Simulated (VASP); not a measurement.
Runs of VASP 6.6.1 on GaAs. The structure is cubic, space group F-43m (No. 216). Conventional cell: a = 5.654 Å, b = 5.654 Å, c = 5.654 Å, α = 90.00°, β = 90.00°, γ = 90.00°. As (site symmetry -43m) is surrounded by 4 Ga at 2.45 Å. Ga (site symmetry -43m) is surrounded by 4 As at 2.45 Å. 

| task | level | potentials or basis | cell | k mesh | cutoff (eV) | smearing | grid for exact exchange (PRECFOCK) | exchange at q = 0 | share of exact exchange | ions in elastic constants | mesh quality | gap on the mesh (eV) | pressure (GPa) |
| --- | --- | --- | --- | --- | --- | --- | --- | --- | --- | --- | --- | --- | --- |
| band structure | r2SCAN-EpsX | VASP PAW PBE potentials, release 64 (As, Ga_d) | as given | 4 × 4 × 4 | 520 | fermi-dirac 0.05 eV | Fast | default | 0.0348 | - | coarse | 1.19 | (b) |
| single point | PBE | VASP PAW PBE potentials, release 64 (As, Ga_d) | as given | 8 × 8 × 8 | 520 | gaussian 0.03 eV | - | - | - | - | not flagged | (a) | 3.5 |
| band structure | LAK | VASP PAW PBE potentials, release 64 (As, Ga_d) | as given | 8 × 8 × 8 | 520 | fermi-dirac 0.05 eV | - | - | - | - | not flagged | 1.48 | 4.4 |
| band structure | TB-mBJ | VASP PAW PBE potentials, release 64 (As, Ga_d) | as given | 8 × 8 × 8 | 520 | fermi-dirac 0.05 eV | - | - | - | - | not flagged | 1.59 | - |

Alike in all rows: no spin polarisation.

Task: Estimate the missing entries.

Result: (a) 0.52; (b) 0.7.

Caveats: some runs use coarse meshes; the PAW data sets were made with another functional, which shifts forces and pressure a little (some runs); an unscreened hybrid on a path of extra k points without a Coulomb cutoff has errors near the mesh points, so the bands along the path aren't reliable (some runs).

A k mesh can miss the band edges, and the runs leave out spin-orbit coupling on As, Ga.
